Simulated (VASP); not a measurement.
# Core-hole spectrum of KF

Wanted: the near-edge structure of KF. The cell has space group Pm-3m, a computed entry that need not be the common form of this compound. The start is a computed cell from the Materials Project.

Calculated with VASP 6.6.1; LDA; plane waves and PAW (F, K_sv, F), in the first sound run; inputs show where later runs differ.

Most raw output is cut from this account.

### 1. The structure

Symmetry: Pm-3m, No. 221, cubic system. The conventional cell has a = 3.259 Å, b = 3.259 Å, c = 3.259 Å, α = 90.00°, β = 90.00°, γ = 90.00°. Nearest to F lie 8 K at 2.82 Å. Nearest to K lie 8 F at 2.82 Å. Farther neighbours and most contacts between anions are not listed.

### 2. Supercell without a hole

The cell without a hole gives, with ICORELEVEL = 1, the Kohn-Sham core levels of the initial state. It is a supercell, which puts a hole 5.6 Å from its nearest image.

Input file INCAR:

```
SYSTEM = KF
PREC = Accurate
ENCUT = 400
EDIFF = 1E-05
NELM = 100
ISMEAR = 0
SIGMA = 0.05
LREAL = .FALSE.
ALGO = Normal
GGA = CA
NBANDS = 40
LWAVE = .FALSE.
LCHARG = .FALSE.
KPAR = 8
ICORELEVEL = 1
```

Input file POSCAR:

```
KF
1.0
    3.2589550000      3.2589550000      3.2589550000
   -3.2589550000      3.2589550000     -3.2589550000
   -3.2589550000     -3.2589550000      3.2589550000
F K F
1 4 3
Direct
    0.5000000000      0.5000000000      0.5000000000
    0.0000000000      0.5000000000      0.5000000000
    0.0000000000      0.0000000000      0.0000000000
    0.5000000000      0.0000000000      0.5000000000
    0.5000000000      0.5000000000      0.0000000000
    0.5000000000      0.0000000000      0.0000000000
    0.0000000000      0.0000000000      0.5000000000
    0.0000000000      0.5000000000      0.0000000000
```

Input file KPOINTS:

```
Automatic mesh
0
Gamma
4 4 4
0 0 0
```

The projector-augmented-wave data sets are F, K_sv and F (PBE family, release 64).

Run with:

```
$ mpirun -np 8 vasp_std
```

The job ended after 7.8 s (8 MPI ranks of AMD EPYC 7R43, shared host; peak memory 1.5 GiB; 55 s of CPU time).

These are scalar-relativistic Kohn-Sham levels of the ground state, with no core hole, so they are not binding energies. The PAW data sets were made with PBE, though LDA sets exist; this is a small mismatch.

This step gave:

| Property | Result |
| --- | --- |
| free energy (TOTEN) | -35.81 eV |
| Fermi energy | -2.237 eV |
| pressure | -11.35 GPa |

The two shallowest core shells; atoms whose shallowest level rounds to another's at 0.01 eV are left out. Core levels, by row:

```tsv
atom	shell	level below the valence-band top (eV)
F1	1s	651.3
K2	2s	344.6
K2	2p	271.3
```

### 3. K edge, Wyckoff site F b, full hole

This step: supercell core-hole method, LDA, full hole; plane waves and PAW (F, K_sv, F) (VASP 6.6.1).

One core electron is taken from the first atom, which POSCAR lists as a species of its own, and NELECT stays that of the neutral valence shell, so the cell is charged against a background. NBANDS covers the range above the edge. The first density still holds the charge taken from the core, which is what the BRMIX lines of the log report.

Input file INCAR:

```
SYSTEM = KF
PREC = Accurate
ENCUT = 400
EDIFF = 1E-06
NELM = 100
ISMEAR = 0
SIGMA = 0.05
LREAL = .FALSE.
ALGO = Normal
GGA = CA
NBANDS = 112
LWAVE = .FALSE.
LCHARG = .FALSE.
KPAR = 8
ICORELEVEL = 2
CLNT = 1
CLN = 1
CLL = 0
CLZ = 1
CH_LSPEC = .TRUE.
CH_NEDOS = 1500
CH_SIGMA = 0.5
NELECT = 64
```

POSCAR is that of step 2.

KPOINTS is that of step 2.

Run with:

```
$ mpirun -np 8 vasp_std
```

It took 17 s on 8 MPI ranks; peak memory 1.7 GiB.

This step gave:

```yaml
free_energy_toten: -229.8720 eV
fermi_energy: -1.617 eV
```

The imaginary dielectric function times 10^5, xx has structure finer than the step of the table below, so its rows give means over 1 eV, whole bins alone (the curve runs from 663 to 708 eV). Peaks (eV: height): 669.9: 18.5, 678.1: 7.28, 684.5: 8.25, 689.6: 18.2.

Smoothed further by a Gaussian, to a width of roughly 1 to 1.2 eV in all; heights scale with one over the cell volume; the energy axis is the program's own, and the fall at its high end is where NBANDS ends. Table of imaginary dielectric function times 10^5, xx by photon energy; means over each step:

```tsv
photon energy (eV)	imaginary dielectric function times 10^5, xx
665	3.2e-4
666	0.0508
667	0.605
668	2.74
669	10.4
670	17.2
671	13.4
672	11.3
673	8.59
674	5.82
675	2.79
676	0.984
677	2.35
678	6.70
679	4.94
680	5.06
681	4.55
682	5.43
683	3.83
684	6.81
685	6.79
686	5.11
687	8.07
688	13.8
689	16.6
690	16.1
691	6.45
692	4.92
693	5.57
694	3.88
695	2.90
696	3.05
697	2.39
698	2.40
699	1.46
700	0.196
701	0.00551
702	0
```

The smoothed xx curve reaches a tenth of its top at about 668 eV.

### 4. K edge, Wyckoff site F b, no hole

This step: supercell core-hole method, LDA, no hole; plane waves and PAW (F, K_sv, F) (VASP 6.6.1).

With CLZ = 0 the final states feel no hole, which shows what the hole does. NBANDS covers the range above the edge.

Edit INCAR of step 3 so:

```diff
@@ -18,3 +18,3 @@
 CLL = 0
-CLZ = 1
+CLZ = 0
 CH_LSPEC = .TRUE.
@@ -22,2 +22 @@
 CH_SIGMA = 0.5
-NELECT = 64
```

POSCAR is that of step 3.

KPOINTS is that of step 3.

Run with:

```
$ mpirun -np 8 vasp_std
```

It took 15 s on 8 MPI ranks; peak memory 1.7 GiB; 1.9 min of CPU time.

Numbers from this step:

```
free energy (TOTEN) : -35.81 eV
Fermi energy        : -2.098 eV
pressure            : -11.37 GPa
```

The imaginary dielectric function times 10^5, xx has structure finer than the step of the table below, so its rows give means over 2 eV, whole bins alone (the curve runs from 664 to 709 eV). Peaks (eV: height): 671.7: 26.7, 678.3: 7.83, 690.1: 18.5, 693.6: 15.2.

Smoothed further by a Gaussian, to a width of roughly 1 to 1.2 eV in all; heights scale with one over the cell volume; the energy axis is the program's own, and the fall at its high end is where NBANDS ends. Table of imaginary dielectric function times 10^5, xx by photon energy; means over each step:

```tsv
photon energy (eV)	imaginary dielectric function times 10^5, xx
666	0.0448
668	2.32
670	14.4
672	23.3
674	15.4
676	2.57
678	6.53
680	6.90
682	5.65
684	5.97
686	6.05
688	13.0
690	16.2
692	8.36
694	10.9
696	5.48
698	2.12
700	0.305
702	3.0e-4
```

The smoothed xx curve reaches a tenth of its top at about 668 eV.

### 5. Summary

This step: supercell core-hole method, LDA; plane waves and PAW (VASP 6.6.1).

This step runs nothing: it gathers the runs above.

Core-hole runs:

```tsv
site	hole	cost (core minutes)
F b	full hole	2.24
F b	no hole	2.05
```

### 6. Summary of results

```
K edge of F b, full hole : xx reaches a tenth of its top at 667.79 eV on the program's axis; share within the next 5 eV of the next 20 eV: 42 %
K edge of F b, no hole   : xx reaches a tenth of its top at 668.31 eV on the program's axis; share within the next 5 eV of the next 20 eV: 44 %
```

In words: The F K edge, for light polarised along x, reaches a tenth of its top at 667.79 eV on the program's axis. That mark passes over any weaker pre-edge, and only dipole transitions enter. In the charged run (full hole) weight just under or at the onset may be a state bound to the hole or the highest filled band counted as a final state; this wasn't checked, so onset and share of that run are in doubt. Share of the first 20 eV of absorption, for light polarised along x, that lies within 5 eV of each run's own onset: 44 % with no hole and 42 % with full hole. One site of the element was run (Wyckoff letter b). With 8 atoms and a 4×4×4 mesh the peak shapes still carry the imprint of the mesh, and the holes are close enough to feel one another. The fall at the high end is where NBANDS ends. The other core electrons stay frozen, so neither the program's energy axis nor the change of TOTEN is an excitation energy; spectra are aligned at the onset when set beside measurement. The given cell is kept, although it stands at -11.3 GPa at LDA and ENCUT = 400 eV, which holds the mismatch of the given cell with this functional, any error of the entry itself and any basis-set error. Not tabulated here, as repeats of values shown or as unfit to read for their mesh, reference level or band range: gaps (K edge, supercell without a hole); pressures of a box with vacuum or a charge (K edge); core levels (K edge).

[Lines on the potential files, build, host, timing and source positions are cut from VASP's logs without a mark.]

[Logs are printed without paths, hosts, clocks, repeated set-up lines and the standing remarks that a program may print on its own settings, such as how far it seeks lower states.]

[Hosts, paths, dates, database ids (printed as entryN), source tags and the programs' standing remarks are cut or masked in the printed files.]
